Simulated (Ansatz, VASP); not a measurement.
# CdSe (Cadmoselite) in two plane-wave programs, part 2 of 2

Wanted: the spread between two codes on one cell, functional and k mesh. The cell is taken from a series of VASP runs on this material, whose earlier steps may have relaxed, scaled or displaced it; both programs get it as it stands.

VASP 6.6.1 and Ansatz 0.2.0.

So far: Set-up; VASP: relaxation of cell and atoms, PBEsol with D3(BJ).

## (3) Ansatz: relaxation of cell and atoms, PBEsol with D3(BJ)

Level of this step: Ansatz beside VASP: Kohn-Sham DFT, plane waves, PBEsol with D3(BJ) (Ansatz).

Ansatz runs on its default PAW (the set named soft_2) files.

The same cell, functional, mesh and smearing now go to Ansatz, which takes its cutoff from its data sets.

Contents of input.yaml:

```yaml
crystal:
  lattice:
    - [4.2646851414, 0.0, 0.0]
    - [-2.1323425707, 3.6933256716, 0.0]
    - [0.0, 0.0, 6.9619749821]
  atoms:
    - { symbol: Cd, position: [0.6666666667, 0.3333333333, 0.5005949947] }
    - { symbol: Cd, position: [0.3333333333, 0.6666666667, 0.0005949947] }
    - { symbol: Se, position: [0.6666666667, 0.3333333333, 0.8761950053] }
    - { symbol: Se, position: [0.3333333333, 0.6666666667, 0.3761950053] }
hamiltonian:
  xc: pbesol
  pseudopotentials: { kind: paw }
  dispersion: d3bj
kpoints:
  mp_grid: { grid: [6, 6, 4] }
scf:
  occupations: { method: gaussian, width: 0.03 }
relax:
  f_tol: 0.01
  max_steps: 60
  cell: { stress_tol: 0.05 }
output:
  forces: true
  stress: true
```

Launch:

```console
> ansatz run input.yaml --threads 4 --pin off --max-ram 9216MiB --backend cpu --events-out ev --progress --plain --runs-dir out
```

Numbers of over 12 decimals in the logs are rounded to 6 here.

The program printed:

```text
Engine: ansatz 0.2.0, aarch64-unknown-linux-gnu
Pseudopotentials: kind: paw
Pseudopotential: Cd, paw, valence charge 20, recommended cutoff 420 eV (normal), Cd.paw.azcp
Pseudopotential: Se, paw, valence charge 16, recommended cutoff 420 eV (normal), Se.paw.azcp
Functional definition: PBEsol
  exchange = pbesol_x
  correlation = pbesol_c
Crystal: 4 atoms, lattice volume = 109.657 Å³
Basis set: ecut = 420 eV, 2129 PW (Γ), exchange–correlation on 60×60×96 points (8 copies of the dense FFT grid, shifted against one another)
Bands: 44, of which v1, the nominal top of the filled ones, is band 36 counted from 1 (35 counted from 0)
Symmetry: 12 space group operations
Space group: P63mc (ITA 186), of the structure as read, at distance tolerance 4.8e-5 Å
k-points: 21 of 144 (time reversal used)
Non-local potential: Cd, projectors of the file, l = 0: 3, l = 1: 2, l = 2: 2, l = 3: 1
Non-local potential: Se, projectors of the file, l = 0: 2, l = 1: 2, l = 2: 3, l = 3: 1
PAW form: soft (Blöchl's): semilocal exchange-correlation on the pseudo side does not see the compensation charge
PAW frozen core: Cd, regenerated for the run's functional, and the local potential with it (the file was generated under x = pbe(κ = 0.804, μ = 0.219515), c = pbe(β = 0.066725))
PAW frozen core: Se, regenerated for the run's functional, and the local potential with it (the file was generated under x = pbe(κ = 0.804, μ = 0.219515), c = pbe(β = 0.066725))
PAW one-centre angular grid: Cd, 590 points (default); XC on 64 Gauss nodes
PAW one-centre angular grid: Se, 590 points (default); XC on 64 Gauss nodes
Initial density: superposition of atomic densities (neutral atoms: chi_scale 0, normalization atom), corrected by the library's trained network
Initial wavefunctions: pseudopotential atomic-orbital guess
Functional: x = pbesol(κ = 0.804, μ = 0.123457), c = pbesol(β = 0.046)
SCF iter   1: F=—  HF=-27220.013746 eV  |F-HF|=—  |Δ(HF+E_count)|=         —  Δρ=4.16e-3  dr2=2.20e-2  ethr=1.77e-3  ⟨swp⟩=6.2  Hψ=3380  notcnv=0  defer=3
preconditioner: auto → Resta (q_TF=auto, 2.544 Å⁻¹)  ε∞=4.1  [insulator: Δε(μ)=0.552 eV  Ē_g=12.126 eV  σ=0.030 eV  W_gap=1.00  n_scr=34 (ndim 8)  ℏωp=21.3 eV  f_vac=0.193  D(μ)=0.00/eV (n_scr^D=0)  ε∞_Penn≈4.1]
SCF iter   2: F=—  HF=-27220.008176 eV  |F-HF|=—  |Δ(HF+E_count)|=   5.57e-3  Δρ=1.59e-3  dr2=4.15e-3  ethr=3.05e-5  ⟨swp⟩=2.0  Hψ=1537  notcnv=0  defer=63
SCF iter   3: F=—  HF=-27220.007428 eV  |F-HF|=—  |Δ(HF+E_count)|=   7.47e-4  Δρ=5.32e-4  dr2=4.58e-4  ethr=5.77e-6  ⟨swp⟩=2.0  Hψ=1174  notcnv=0  defer=63
SCF iter   4: F=—  HF=-27220.007539 eV  |F-HF|=—  |Δ(HF+E_count)|=   1.11e-4  Δρ=1.69e-4  dr2=4.40e-5  ethr=6.37e-7  ⟨swp⟩=2.0  Hψ=1239  notcnv=0  defer=63
SCF iter   5: F=—  HF=-27220.007625 eV  |F-HF|=—  |Δ(HF+E_count)|=   8.58e-5  Δρ=5.08e-5  dr2=3.39e-6  ethr=6.11e-8  ⟨swp⟩=2.1  Hψ=1231  notcnv=0  defer=63
SCF iter   6: F=—  HF=-27220.007630 eV  |F-HF|=—  |Δ(HF+E_count)|=   4.62e-6  Δρ=2.27e-5  dr2=6.31e-7  ethr=4.71e-9  ⟨swp⟩=2.3  Hψ=1552  notcnv=0  defer=63
SCF iter   7: F=-27220.007630 eV  HF=-27220.007630 eV  |F-HF|=9.77e-8  |Δ(HF+E_count)|=   7.56e-7  Δρ=4.66e-6  dr2=3.65e-8  ethr=1.39e-10  ⟨swp⟩=2.6  Hψ=3298  notcnv=0
SCF 1 converged in 7 iterations: F = -27220.007630 eV  dr2 = 3.65e-8
  greatest PAW one-centre occupation: 1.000 electrons in one spin orbital (limit 2), on the Cd atom at site 1 (counted from 0), in its partial waves of l = 0
relax step   1: F+E_penalty+E_count = -27220.00763044 eV  Δ(F+E_penalty+E_count) = +0.000e0 eV  max|allowed force component| = 2.452e-3 eV/Å  Δτ_max = 0.0000 Å  P = -0.337 GPa  Ω = 109.657 Å³  (7 SCF iters, dr2 threshold 1.00e-7 eV, accepted)
[...]
relax step   2: F+E_penalty+E_count = -27220.00839296 eV  Δ(F+E_penalty+E_count) = -7.625e-4 eV  max|allowed force component| = 8.043e-4 eV/Å  Δτ_max = 0.0004 Å  P = +0.116 GPa  Ω = 108.776 Å³  energy of the carried Pulay correction = +1.421e-4 eV  (5 SCF iters, dr2 threshold 2.87e-7 eV, accepted)
[...]
relax step   3: F+E_penalty+E_count = -27220.00843704 eV  Δ(F+E_penalty+E_count) = -4.408e-5 eV  max|allowed force component| = 6.224e-4 eV/Å  Δτ_max = 0.0001 Å  P = -0.001 GPa  Ω = 108.999 Å³  energy of the carried Pulay correction = +1.060e-4 eV  (4 SCF iters, dr2 threshold 3.67e-8 eV, accepted)
[...]
relax step   4: F+E_penalty+E_count = -27220.00833265 eV  Δ(F+E_penalty+E_count) = +1.044e-4 eV  max|allowed force component| = 6.265e-4 eV/Å  Δτ_max = 0.0000 Å  P = -0.001 GPa  Ω = 108.999 Å³  stress off target by 7.86e-4 GPa  SCF on the basis re-selected at this cell (its energy is not comparable with the rows above)  (5 SCF iters)
basis re-selected at this cell: Δ(F+E_penalty+E_count) = +1.044e-4 eV, ΔP = +0.000 GPa vs the last step (what re-selecting the basis moved, of the pressure what is left beyond the Pulay correction that the steps carried, after the strain that the cell walked since its last selection, with what the two solves' SCF thresholds leave and, on support functions, any second-order correction that the steps lacked; it is no m [...]
SCF converged after 5 iterations
Free energy (F): -27220.008333 eV
Harris-Foulkes:  -27220.008333 eV  (|F-HF|=7.28e-12)
Internal energy: -27220.008333 eV  (E = F + TS)
E sigma→0 (E₀):  -27220.008333 eV
Fermi energy:    8.119475 eV
--- Per-component energies (eV) ---
  E_band       = -1761.694808
  E_kinetic    = 1248.699747
  E_local      = -12633.248644  (includes V_loc(G=0)·N_el)
  E_nonlocal   = -1112.369678
  E_hartree    = 6008.603401
  E_xc         = -557.984836
  E_vxc        = -638.828999  (∫ρ·V_xc dr)
  E_paw        = -11763.297149  (= ΣΔE_a)
  E_vpaw       = -643.153146  (= ΣTr[D̂ρ^β])
  E_aug_tail   = -0.001156  (compensation charges beyond the density's cutoff)
  E_ewald      = -8411.894676
  E_disp       = -1.216161  (pairwise vdW)
  E_core_change = 2.700820  (= ΣΔE_core)
  E_smearing   = -0.000000  (= −TS)
  E_closure    = -0.000000  (closes the sum)
  Σ components = -27220.008333   (vs F -27220.008333, Δ=0.00e0)
--- Forces (eV/Å), atoms counted from 1 ---
  atom   1  Cd    -0.00000000     0.00000000     0.00062664
  atom   2  Cd     0.00000000    -0.00000000     0.00062664
  atom   3  Se    -0.00000000     0.00000000    -0.00062635
  atom   4  Se     0.00000000    -0.00000000    -0.00062635
  max |Σ_I F_I| component: 5.79e-7 eV/Å
--- Stress (GPa, compression-positive) ---
       -0.000786       0.000000      -0.000000
        0.000000      -0.000786       0.000000
        0.000000       0.000000      -0.000605
  P = ⅓ Tr σ = -0.0007 GPa (-0.007 kbar)
--- Relaxed structure (3 steps of the walk, 3 accepted, 1 SCFs on fresh bases) ---
  F+E_penalty+E_count = -27220.00833265 eV   max|allowed force component| = 6.265e-4 eV/Å   (the final SCF, on the basis selected at the relaxed cell)
  cell:  # Å, volume = 108.9991 Å³
    - [4.255671, 1.6679231809853804e-19, 3.077545251492444e-19]
    - [-2.127836, 3.685519, -1.538772625746228e-19]
    - [5.02400349305064e-19, 0, 6.949539]
  atoms:
    - { symbol: Cd, position: [0.666667, 0.333333, 0.500667] }
    - { symbol: Cd, position: [0.333333, 0.666667, 0.000666988] }
    - { symbol: Se, position: [0.666667, 0.333333, 0.876123] }
    - { symbol: Se, position: [0.333333, 0.666667, 0.376123] }
```

It took 8.1 s on 4 threads of Arm Neoverse V1, shared host; peak memory 0.44 GiB; 29 s of CPU time.

## (4) Side by side

Known differences besides the potentials themselves: both relaxations stop at a tolerance, which leaves soft axes loose, and VASP keeps its plane-wave basis; the data sets hold 72 valence electrons in Ansatz (default PAW (the set named soft_2) files) and 36 in VASP; the cutoff is 420 eV in Ansatz and 450 eV in VASP; Ansatz makes its cores anew for this functional, VASP keeps those of its PBE data sets; VASP leaves aspherical gradient terms in its spheres out (LASPH is not set), Ansatz keeps them; Ansatz adds a Pulay correction to the stress that steers its cell, VASP none. Total energies have different zeros and are not compared.

The two programs side by side:

```
                                         quantity  Ansatz    VASP  difference
                                      volume (Å³)  109.00  109.52     -0.48 %
edge a after relaxation, in the typed setting (Å)   4.256   4.263     -0.17 %
edge c after relaxation, in the typed setting (Å)   6.949   6.959     -0.14 %
```

The walks stopped with 0.00 GPa left in Ansatz and 0.00 GPa in VASP; each walk ends within a tolerance, so the volume difference is uncertain by about these residues over the bulk modulus, most in soft cells.

## (5) VASP: relaxation of cell and atoms, PBE with D3(BJ)

The relaxed volume is the usual yardstick between codes: its relative difference is about their pressure difference at one cell divided by the bulk modulus. The cell compared in this pair holds 115.56 Å³, against 109.66 Å³ for the pair before.

Contents of INCAR:

```
SYSTEM = CdSe
PREC = Accurate
ENCUT = 450
EDIFF = 1E-06
NELM = 100
ISMEAR = 0
SIGMA = 0.03
LREAL = .FALSE.
ALGO = Normal
GGA = PE
IVDW = 12
NBANDS = 24
LORBIT = 11
LWAVE = .FALSE.
LCHARG = .FALSE.
KPAR = 8
IBRION = 2
NSW = 50
ISIF = 3
EDIFFG = -0.006
```

Contents of POSCAR:

```
CdSe
1.0
    4.3415671248      0.0000000000      0.0000000000
   -2.1707835624      3.7599074223      0.0000000000
    0.0000000000      0.0000000000      7.0794104547
Cd Se
2 2
Direct
    0.6666666667      0.3333333333      0.5000000000
    0.3333333333      0.6666666667      0.0000000000
    0.6666666667      0.3333333333      0.8767900000
    0.3333333333      0.6666666667      0.3767900000
```

Contents of KPOINTS:

```
Automatic mesh
0
Gamma
6 6 4
0 0 0
```

Potentials, in the order of the species: Cd and Se (PBE family, release 64).

Launch:

```console
> mpirun -np 8 vasp_std
```

The program printed:

```text
[banner, memory and clock lines left out]
running    8 mpi-ranks, on    1 nodes
[...]
[... a notice as in an earlier step ...]

 LDA part: xc-table for (Slater+PW92), standard interpolation
 POSCAR, INCAR and KPOINTS ok, starting setup
[...]
entering main loop
       N       E                     dE             d eps       ncg     rms          rms(c)
DAV:   1     0.220406616289E+03    0.22041E+03   -0.15978E+04  1008   0.120E+03
DAV:   2    -0.107421900376E+01   -0.22148E+03   -0.21639E+03  1192   0.311E+02
DAV:   3    -0.116560716661E+02   -0.10582E+02   -0.10555E+02  1240   0.690E+01
DAV:   4    -0.117282243741E+02   -0.72153E-01   -0.72142E-01  1152   0.550E+00
[...]
DAV:  12    -0.109666400844E+02    0.14129E-04   -0.77733E-05  1224   0.914E-02    0.854E-03
DAV:  13    -0.109666426784E+02   -0.25940E-05   -0.13261E-05  1072   0.266E-02    0.706E-03
DAV:  14    -0.109666425540E+02    0.12440E-06   -0.94200E-07   904   0.587E-03
   1 F= -.12202946E+02 E0= -.12202946E+02  d E =-.122029E+02
[... from here on, the cycles between the ionic steps are left out ...]
   2 F= -.12204055E+02 E0= -.12204055E+02  d E =-.110849E-02
   3 F= -.12204160E+02 E0= -.12204160E+02  d E =-.121319E-02
   4 F= -.12204160E+02 E0= -.12204160E+02  d E =-.121358E-02
   5 F= -.12204205E+02 E0= -.12204205E+02  d E =-.451950E-04
   6 F= -.12204238E+02 E0= -.12204238E+02  d E =-.782227E-04
   7 F= -.12204275E+02 E0= -.12204275E+02  d E =-.368110E-04
   8 F= -.12204305E+02 E0= -.12204305E+02  d E =-.668139E-04
[...]
reached required accuracy - stopping structural energy minimisation
```

From OUTCAR (step 5):

```text
 Edisp (eV)   -1.24688

 Edisp (eV)   -1.24716

  Total       0.00725     0.00725    -0.01662     0.00000     0.00000     0.00000
  in kB       0.10122     0.10122    -0.23215     0.00000     0.00000     0.00000
  external pressure =       -0.01 kB  Pullay stress =        0.00 kB

 POSITION                                       TOTAL-FORCE (eV/Angst)
 -----------------------------------------------------------------------------------
      2.16345      1.24907      3.54219         0.000000     -0.000000      0.003457
     -0.00000      2.49814      0.00536         0.000000     -0.000000      0.003457
      2.16345      1.24907      6.19674        -0.000000      0.000000     -0.003457
     -0.00000      2.49814      2.65992        -0.000000      0.000000     -0.003457
 -----------------------------------------------------------------------------------
    total drift:                               -0.000000      0.000000     -0.001057

  FREE ENERGIE OF THE ION-ELECTRON SYSTEM (eV)
  ---------------------------------------------------
  free  energy   TOTEN  =       -12.2043049267 eV

  energy  without entropy=      -12.2043049267  energy(sigma->0) =      -12.20430493

[... 2 parts as in an earlier step ...]

[... 2 further parts left out ...]
[key lines of the parts left out:]
E-fermi :   0.9808
```

## (6) Ansatz: relaxation of cell and atoms, PBE with D3(BJ)

The same cell, functional, mesh and smearing now go to Ansatz, which takes its cutoff from its data sets.

The cell is taken from a series of VASP runs on this material, whose earlier steps may have relaxed, scaled or displaced it; both programs get it as it stands.

input.yaml, the sections that differ from step 3:

```yaml
crystal:
  lattice:
    - [4.3415671248, 0.0, 0.0]
    - [-2.1707835624, 3.7599074223, 0.0]
    - [0.0, 0.0, 7.0794104547]
  atoms:
    - { symbol: Cd, position: [0.6666666667, 0.3333333333, 0.5] }
    - { symbol: Cd, position: [0.3333333333, 0.6666666667, 0.0] }
    - { symbol: Se, position: [0.6666666667, 0.3333333333, 0.87679] }
    - { symbol: Se, position: [0.3333333333, 0.6666666667, 0.37679] }
hamiltonian:
  xc: pbe
  pseudopotentials: { kind: paw }
  dispersion: d3bj
# kpoints, scf, relax, output: as in step 3
```

Launch:

```console
> ansatz run input.yaml --threads 4 --pin off --max-ram 9216MiB --backend cpu --events-out ev --progress --plain --runs-dir out
```

The program printed:

```text
[...]
Crystal: 4 atoms, lattice volume = 115.564 Å³
Basis set: ecut = 420 eV, 2273 PW (Γ), exchange–correlation on 60×60×96 points (8 copies of the dense FFT grid, shifted against one another)
Bands: 44, of which v1, the nominal top of the filled ones, is band 36 counted from 1 (35 counted from 0)
Symmetry: 12 space group operations
[...]
k-points: 21 of 144 (time reversal used)
[...]
--- Relaxed structure (3 steps of the walk, 3 accepted, 1 SCFs on fresh bases) ---
[...]
cell:  # Å, volume = 114.2530 Å³
    - [4.322693, 0.0, 0]
    - [-2.161346, 3.743562, 0]
    - [0, 0.0, 7.060379]
  atoms:
    - { symbol: Cd, position: [0.666667, 0.333333, 0.500658] }
    - { symbol: Cd, position: [0.333333, 0.666667, 0.0006578] }
    - { symbol: Se, position: [0.666667, 0.333333, 0.876132] }
    - { symbol: Se, position: [0.333333, 0.666667, 0.376132] }
[key lines of the parts left out:]
SCF converged after 6 iterations
Free energy (F): -27450.808839 eV
Fermi energy:    7.579533 eV
P = ⅓ Tr σ = -0.0005 GPa (-0.005 kbar)
```

It took 8.8 s on 4 threads; peak memory 0.45 GiB.

## (7) Differences

Compared:

```
                                         quantity  Ansatz    VASP  difference
                                      volume (Å³)  114.25  114.69     -0.38 %
edge a after relaxation, in the typed setting (Å)   4.323   4.327     -0.10 %
edge c after relaxation, in the typed setting (Å)   7.060   7.074     -0.19 %
```

The walks stopped with 0.00 GPa left in Ansatz and 0.00 GPa in VASP; each walk ends within a tolerance, so the volume difference is uncertain by about these residues over the bulk modulus, most in soft cells.

## (8) Summary of results

| Property | Result |
| --- | --- |
| difference in volume (relaxation of cell and atoms, PBEsol with D3(BJ)) | -0.48 % |
| difference in volume (relaxation of cell and atoms, PBE with D3(BJ)) | -0.38 % |

What this shows: The difference in volume is -0.48 % (relaxation of cell and atoms, PBEsol with D3(BJ)), within the 1.2 % picked in this series as the mark of a large difference, as far as the stopping tolerances let one tell. Such differences can come from data sets, numerical settings and the points named under the comparisons, not from the functional's error against experiment.

[Lines on the potential files, build, host, timing and source positions are cut from VASP's logs without a mark.]

[Logs are printed without paths, hosts, clocks, repeated set-up lines and the standing remarks that a program may print on its own settings, such as how far it seeks lower states.]

[Hosts, paths, dates, database ids (printed as entryN), source tags and the programs' standing remarks are cut or masked in the printed files.]
